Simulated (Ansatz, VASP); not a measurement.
# GaSb in two plane-wave programs, part 2 of 2

Wanted: the spread between two codes on one cell, functional and k mesh. The cell is taken from a series of runs on this material, whose earlier steps may have relaxed, scaled, displaced or heated it; both programs get it as it stands.

VASP 6.6.1 and Ansatz 0.2.0.

So far: Starting point; VASP: zone-centre phonons, LDA.

### Step 2. VASP: zone-centre phonons, LDA (continued)

Level of this step: LDA; plane waves and PAW (Ga_d, Sb) (VASP).

Numbers of over 12 decimals in the logs are rounded to 6 here.

OUTCAR, selected parts (step 2):

```text
ion  position               nearest neighbor table
   1  0.000  0.000  0.000-   2 2.60   2 2.60   2 2.60   2 2.60
   2  0.750  0.750  0.750-   1 2.60   1 2.60   1 2.60   1 2.60

  LATTYP: Found a body centered tetragonal cell.
 ALAT       =     4.1918263748
 C/A-ratio  =     1.4693429750

 Subroutine GETGRP returns: Found  2 space group operations
 (whereof  2 operations were pure point group operations)

The static configuration has the point symmetry C_1h.

   k-points           NKPTS =   1728   k-points in BZ     NKDIM =   1728   number of bands    NBANDS=     15

   dimension x,y,z NGX =    32 NGY =   32 NGZ =   32
   dimension x,y,z NGXF=    64 NGYF=   64 NGZF=   64

   ENCUT  =  500.0 eV  36.75 Ry    6.06 a.u.   7.79  7.79  7.64*2*pi/ulx,y,z

   NELECT =      18.0000    total number of electrons

 k-points in reciprocal lattice and weights: Points of the shifted mesh
   0.04166667  0.04166667  0.04166667       0.001
   0.04166667  0.04166667  0.12500000       0.001
   0.04166667  0.04166667  0.20833333       0.001
   0.04166667  0.04166667  0.29166667       0.001
   0.04166667  0.04166667  0.37500000       0.001
   0.04166667  0.04166667  0.45833333       0.001
   0.04166667  0.04166667  0.54166667       0.001
   0.04166667  0.04166667  0.62500000       0.001
   0.04166667  0.04166667  0.70833333       0.001
[...]
0.95833333  0.95833333  0.87500000       0.001
   0.95833333  0.95833333  0.95833333       0.001

 average (electrostatic) potential at core
       1 -66.3825       2 -88.1227

  Total        0.7323316      0.7323316      0.0772845     -0.0023008     -0.0013652     -0.0013651
  in kB       21.6827962     21.6827962      2.2882304     -0.0681230     -0.0404195     -0.0404188
  external PRESSURE =      15.2179409 kB  Pullay stress =       0.0000000 kB

  energy-cutoff  :      500.00
  volume of cell :       54.11
      direct lattice vectors                 reciprocal lattice vectors
     0.000000000  2.964068855  3.079615318    -0.168687039  0.168687039  0.162357940
     2.964068855  0.000000000  3.079615318     0.168687039 -0.168687039  0.162357940
     2.964068855  2.964068855  0.000000000     0.168687039  0.168687039 -0.162357940

 POSITION                                       TOTAL-FORCE (eV/Angst)
 -----------------------------------------------------------------------------------
      0.00006      0.00006      0.00010        -0.000096     -0.000096     -0.000193
      4.44604      4.44604      4.61932         0.000096      0.000096      0.000193
 -----------------------------------------------------------------------------------
    total drift:                               -0.000001     -0.000001     -0.000001

 Eigenvectors and eigenvalues of the dynamical matrix
 ----------------------------------------------------

   1 f  =    7.055558 THz    44.331376 2PiTHz  235.348068 cm-1    29.179428 meV
             X         Y         Z           dx          dy          dz
      0.000061  0.000061  0.000101     0.002639    0.002639    0.797275
      4.446042  4.446042  4.619322    -0.001996   -0.001996   -0.603598

   2 f  =    6.985597 THz    43.891802 2PiTHz  233.014443 cm-1    28.890096 meV
             X         Y         Z           dx          dy          dz
      0.000061  0.000061  0.000101     0.563980   -0.563980    0.000000
      4.446042  4.446042  4.619322    -0.426528    0.426528   -0.000000

   3 f  =    6.984757 THz    43.886525 2PiTHz  232.986429 cm-1    28.886623 meV
             X         Y         Z           dx          dy          dz
      0.000061  0.000061  0.000101     0.563974    0.563974   -0.003731
      4.446042  4.446042  4.619322    -0.426523   -0.426523    0.002825

   4 f/i=    0.001452 THz     0.009123 2PiTHz    0.048432 cm-1     0.006005 meV
             X         Y         Z           dx          dy          dz
      0.000061  0.000061  0.000101     0.001199    0.001199   -0.603602
      4.446042  4.446042  4.619322     0.001585    0.001585   -0.797281

   5 f/i=    0.002086 THz     0.013109 2PiTHz    0.069595 cm-1     0.008629 meV
             X         Y         Z           dx          dy          dz
      0.000061  0.000061  0.000101     0.426528   -0.426528   -0.000000
      4.446042  4.446042  4.619322     0.563980   -0.563980   -0.000000

   6 f/i=    0.002092 THz     0.013144 2PiTHz    0.069780 cm-1     0.008652 meV
             X         Y         Z           dx          dy          dz
      0.000061  0.000061  0.000101    -0.426526   -0.426526   -0.001697
      4.446042  4.446042  4.619322    -0.563978   -0.563978   -0.002241

 ELASTIC MODULI CONTR FROM IONIC RELAXATION (kBar)
 Direction    XX          YY          ZZ          XY          YZ          ZX
 --------------------------------------------------------------------------------
 XX          -0.0015     -0.0011     -0.0018      0.3736      0.4615      0.1517
 YY          -0.0011     -0.0015     -0.0018      0.3204      0.1756      0.4905
 ZZ          -0.0018     -0.0018     -0.0036      0.8792      0.1330      0.2479
 XY           0.3736      0.3204      0.8792   -240.0821      0.5751      3.2231
 YZ           0.4615      0.1756      0.1330      0.5751   -254.3984      1.2166
 ZX           0.1517      0.4905      0.2479      3.2231      1.2166   -252.8526
 --------------------------------------------------------------------------------
```

### Step 3. Ansatz: zone-centre phonons, LDA

Ansatz runs on its PAW soft_1 files.

The same cell, functional (in two slightly different forms), mesh and smearing now go to Ansatz, which takes its cutoff from its data sets.

Input file input.yaml:

```yaml
crystal:
  lattice:
    - [0.0, 2.9640688552, 3.0796153182]
    - [2.9640688552, 0.0, 3.0796153182]
    - [2.9640688552, 2.9640688552, 0.0]
  atoms:
    - { symbol: Ga, position: [1.64042e-05, 1.64042e-05, 4.3046e-06] }
    - { symbol: Sb, position: [0.7499835958, 0.7499835958, 0.7499956954] }
kpoints:
  mp_grid: { grid: [12, 12, 12], shift: [0.5, 0.5, 0.5] }
hamiltonian:
  xc: lda
  pseudopotentials: { kind: paw, azcp: { folder: soft_1 }, xc_functional: pbe }
scf:
  occupations: { method: gaussian, width: 0.015 }
output:
  eigenvalues: true
phonons:
  method: dfpt
```

Started as:

```sh
$ ansatz run input.yaml --threads 4 --pin off --max-ram 10240MiB --backend cpu --events-out ev --progress --plain --runs-dir out
```

What it wrote:

```text
Engine: ansatz 0.2.0, aarch64-unknown-linux-gnu
Pseudopotentials: kind: paw
Pseudopotential: Ga, paw, valence charge 13, recommended cutoff 420 eV (normal), soft_1/Ga.paw.azcp
Pseudopotential: Sb, paw, valence charge 15, recommended cutoff 420 eV (normal), soft_1/Sb.paw.azcp
Functional definition: SPW92
  exchange = slater_x
  correlation = pw_c
Crystal: 2 atoms, lattice volume = 54.113 Å³
Basis set: ecut = 420 eV, 1039 PW (Γ), exchange–correlation on 60×60×60 points (8 copies of the dense FFT grid, shifted against one another)
Bands: 18, of which v1, the nominal top of the filled ones, is band 14 counted from 1 (13 counted from 0)
Symmetry: 2 space group operations
k-points: 864 of 1728 (irreducible under 1 space group operation, time reversal used)
Non-local potential: Ga, projectors of the file, l = 0: 2, l = 1: 2, l = 2: 3, l = 3: 1
Non-local potential: Sb, projectors of the file, l = 0: 2, l = 1: 2, l = 2: 2, l = 3: 1
PAW form: soft (Blöchl's): semilocal exchange-correlation on the pseudo side does not see the compensation charge
PAW frozen core: Ga, regenerated for the run's functional, and the local potential with it (the file was generated under x = pbe(κ = 0.804, μ = 0.219515), c = pbe(β = 0.066725))
PAW frozen core: Sb, regenerated for the run's functional, and the local potential with it (the file was generated under x = pbe(κ = 0.804, μ = 0.219515), c = pbe(β = 0.066725))
PAW one-centre angular grid: Ga, 590 points (default); XC on 64 Gauss nodes
PAW one-centre angular grid: Sb, 590 points (default); XC on 64 Gauss nodes
Initial density: superposition of atomic densities (chi_scale 0.1, normalization cell, long waves kept (reshape's long-wave potential 0.00 eV rms))
Initial wavefunctions: pseudopotential atomic-orbital guess
Functional: x = slater, c = lda
SCF iter   1: F=—  HF=-10043.241251 eV  |F-HF|=—  |Δ(HF+E_count)|=         —  Δρ=3.21e-2  dr2=4.64e-1  ethr=3.10e-3  ⟨swp⟩=5.8  Hψ=83308  notcnv=0
preconditioner: auto → none  [insulator: Δε(μ)=0.388 eV  Ē_g=15.055 eV  σ=0.015 eV  W_gap=1.00  n_scr=14 (ndim 8)  ℏωp=21.4 eV  f_vac=0.002  D(μ)=0.00/eV (n_scr^D=0)  ε∞_Penn≈3.0]
SCF iter   2: F=—  HF=-10043.123241 eV  |F-HF|=—  |Δ(HF+E_count)|=   1.18e-1  Δρ=1.43e-2  dr2=6.98e-2  ethr=1.66e-3  ⟨swp⟩=2.0  Hψ=25948  notcnv=0
SCF iter   3: F=—  HF=-10043.115186 eV  |F-HF|=—  |Δ(HF+E_count)|=   8.05e-3  Δρ=5.11e-3  dr2=1.24e-2  ethr=2.49e-4  ⟨swp⟩=3.0  Hψ=28837  notcnv=0
SCF iter   4: F=—  HF=-10043.109929 eV  |F-HF|=—  |Δ(HF+E_count)|=   5.26e-3  Δρ=9.57e-4  dr2=2.74e-4  ethr=4.42e-5  ⟨swp⟩=3.0  Hψ=30181  notcnv=0
SCF iter   5: F=—  HF=-10043.109852 eV  |F-HF|=—  |Δ(HF+E_count)|=   7.63e-5  Δρ=4.55e-4  dr2=3.58e-5  ethr=9.78e-7  ⟨swp⟩=2.0  Hψ=26764  notcnv=0
SCF iter   6: F=—  HF=-10043.109849 eV  |F-HF|=—  |Δ(HF+E_count)|=   3.05e-6  Δρ=2.06e-5  dr2=1.66e-7  ethr=1.28e-7  ⟨swp⟩=2.0  Hψ=24242  notcnv=0
SCF iter   7: F=—  HF=-10043.109850 eV  |F-HF|=—  |Δ(HF+E_count)|=   2.49e-7  Δρ=4.94e-6  dr2=8.23e-9  ethr=5.92e-10  ⟨swp⟩=2.0  Hψ=27648  notcnv=0
SCF iter   8: F=—  HF=-10043.109850 eV  |F-HF|=—  |Δ(HF+E_count)|=   2.16e-9  Δρ=1.05e-6  dr2=3.53e-10  ethr=2.94e-11  ⟨swp⟩=2.2  Hψ=24535  notcnv=0
SCF iter   9: F=-10043.109850 eV  HF=-10043.109850 eV  |F-HF|=3.64e-12  |Δ(HF+E_count)|=  2.00e-10  Δρ=1.30e-7  dr2=3.63e-12  ethr=1.00e-12  ⟨swp⟩=5.0  Hψ=86241  notcnv=0
SCF 1 converged in 9 iterations: F = -10043.109850 eV  dr2 = 3.63e-12
  greatest PAW one-centre occupation: 0.996 electrons in one spin orbital (limit 2), on the Sb atom at site 1 (counted from 0), in its partial waves of l = 2
DFPT response loops at Γ: preconditioner auto → none (the input reference at scf.mixing.eps_inf says where Resta's filter doesn't serve); β = 0.50; Broyden in place of MSR1
SCF converged after 9 iterations
Free energy (F): -10043.109850 eV
Harris-Foulkes:  -10043.109850 eV  (|F-HF|=3.64e-12)
Internal energy: -10043.109850 eV  (E = F + TS)
E sigma→0 (E₀):  -10043.109850 eV
Fermi energy:    8.476429 eV
--- Per-component energies (eV) ---
  E_band       = -249.659959
  E_kinetic    = 278.434644
  E_local      = -3311.550718  (includes V_loc(G=0)·N_el)
  E_nonlocal   = 303.229162
  E_hartree    = 1699.853441
  E_xc         = -161.854555
  E_vxc        = -148.048430  (∫ρ·V_xc dr)
  E_paw        = -6311.755473  (= ΣΔE_a)
  E_vpaw       = -771.431335  (= ΣTr[D̂ρ^β])
  E_aug_tail   = -0.000075  (compensation charges beyond the density's cutoff)
  E_ewald      = -2541.753567
  E_core_change = 2.287292  (= ΣΔE_core)
  E_smearing   = -0.000000  (= −TS)
  E_closure    = -0.000000  (closes the sum)
  Σ components = -10043.109850   (vs F -10043.109850, Δ=0.00e0)
--- Band table (eV; the first three rows and the last of 864) ---
  k-point 0: bands = [... 10 lower, -3.6613, 7.6630, 8.1476, 8.3016, 8.9368, 11.0286, 11.0373, 11.1671]
  k-point 1: bands = [... 10 lower, -3.5576, 6.6468, 7.6978, 8.2505, 9.4785, 11.1054, 11.1365, 11.8053]
  k-point 2: bands = [... 10 lower, -3.3074, 5.2111, 7.3268, 7.9977, 9.4627, 11.5029, 11.6225, 12.7126]
  k-point 863: bands = [... 10 lower, -1.9098, 1.5890, 6.7620, 7.0207, 8.8507, 11.9562, 12.1006, 14.6962]
--- Phonons (Γ-DFPT): 4 representative perturbations + reference, on 864 of 1728 k-points (Σ response iterations 12) ---
  k mesh reduced under 1 symmetry operation, with k and −k counted as one. Each operation leaves every solved perturbation unchanged. A smaller set is not used because it would not reduce the number of displacements times k-points to solve
  ASR residual: 2.827e-4 → 0.000e0 eV/Å²; symmetrization residual: 1.290e-5 eV/Å²
  ASR residual per site (eV/Å²): 2.83e-4 3.52e-5
  Γ frequencies (cm⁻¹): 0.00 0.00 0.00 230.95 230.97 233.37
  non-analytic LO–TO correction: not included (Born effective charges unavailable; polar crystals: no LO–TO splitting at Γ)
```

### Step 4. Comparison

Known differences besides the potentials themselves: the two LDA forms differ slightly; the data sets hold 28 valence electrons in Ansatz (on its PAW soft_1 files) and 18 in VASP; the cutoff is 420 eV in Ansatz and 500 eV in VASP; VASP's log shows a relativistic correction to its local exchange, Ansatz's none. Total energies have different zeros and are not compared.

Both answers:

```
                  quantity  Ansatz   VASP  difference
optical mode 1 to 2 (cm⁻¹)   230.9  233.0     -0.87 %
     optical mode 3 (cm⁻¹)   233.4  235.3     -0.84 %
```

Modes are paired by rising frequency, not by their patterns, so a pair may set unlike modes beside each other; they are those without the splitting of longitudinal modes.

### Step 5. Results

| Property | Result |
| --- | --- |
| r.m.s. difference of the optical zone-centre modes, each program's sorted by frequency (zone-centre phonons, LDA) | 2.0 cm⁻¹ |
| difference in optical mode 1 to 2 (zone-centre phonons, LDA) | -0.9 % |

What this shows: The r.m.s. difference of the optical zone-centre modes, each program's sorted by frequency is 2.0 cm⁻¹ (zone-centre phonons, LDA). The data sets hold unlike numbers of valence electrons (28 in Ansatz and 18 in VASP), so part of the differences comes from the potentials. Among the rows given in per cent, the largest difference of the zone-centre phonons, LDA pair is in optical mode 1 to 2, -0.9 %. How closely two codes agree says nothing of how well the functional describes the real material.

[Lines on the potential files, build, host, timing and source positions are cut from VASP's logs without a mark.]

[Logs are printed without paths, hosts, clocks, repeated set-up lines and the standing remarks that a program may print on its own settings, such as how far it seeks lower states.]

[Hosts, paths, dates, database ids (printed as entryN), source tags and the programs' standing remarks are cut or masked in the printed files.]
